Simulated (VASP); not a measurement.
O2H2: single point with PBE+D3

O2H2, in a box:

```
O H
1.0
    12.92245    0.00000    0.00000
     0.00000   13.42245    0.00000
     0.00000    0.00000   13.92245
O H
2 2
Direct
  0.50014 0.52461 0.54689
  0.49979 0.47950 0.44990
  0.49879 0.46310 0.58450
  0.50118 0.54100 0.41230
```

```yaml
Program: VASP 6.6.1
Task: single point
Functional: PBE
Dispersion: D3
Potentials_or_basis: VASP PAW PBE potentials, release 64 (O, H)
Cutoff: 400 eV
k_mesh: 1 × 1 × 1
Occupations: gaussian, width 0.01 eV
Spin: no spin polarisation
```

```yaml
Largest_force: 0.029 eV/Å
Gap_between_the_frontier_levels: 4.03 eV
Dispersion_energy_per_atom: -0.001 eV
```

Forces on the atoms (eV/Å):
```
O    0.000  0.003  0.029
O    0.000 -0.010 -0.024
H    0.000  0.002  0.005
H    0.001  0.005 -0.010
```

Levels at points of the mesh, in eV from the valence-band top:
```csv
k point,band 5,band 6,band 7,band 8,band 9,band 10
"(0.00, 0.00, 0.00)",-3.63,-3.16,0.00,4.03,4.96,5.93
```

Wall time 17 s on 4 MPI ranks on Intel(R) Xeon(R) 6975P-C (Granite Rapids), on a shared host, peak memory 0.47 GiB a rank.

 A hybrid or GW would open this gap; PBE tends to underestimate it.
